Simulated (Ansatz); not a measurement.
The system is Si2Ni.

```
Ni Si
1.0
     0.00000    2.70300    2.70300
     2.70300    0.00000    2.70300
     2.70300    2.70300    0.00000
Ni Si
1 2
Direct
  0.00000 0.00000 0.00000
  0.75000 0.75000 0.75000
  0.25000 0.25000 0.25000
```

Base run:

```yaml
Program: Ansatz 0.2.0
Functional: LDA
Potentials_or_basis: all-electron LAPW, scalar-relativistic
Cutoff: 269 eV
Density_cutoff: 1077 eV
Basis_error_allowed: 0.002 eV/atom
k_mesh: 9 × 9 × 9
Occupations: fermi-dirac, width 0.05 eV
Spin: collinear spin, ferromagnetic start
Starting_moments: "[1.0, 0.0, 0.0] μB"
```

Its results: pressure -4.3 GPa; net moment 0.00 μB per cell.

Problem. The run is repeated on the same cell with these changes: functional from LDA to PBE. What comes out?

Solution. Pressure 3.8 GPa; net moment 0.00 μB per cell.

PBE binds less tightly than LDA, so the same cell stands under more pressure.

Not every run made on this cell is shown here.
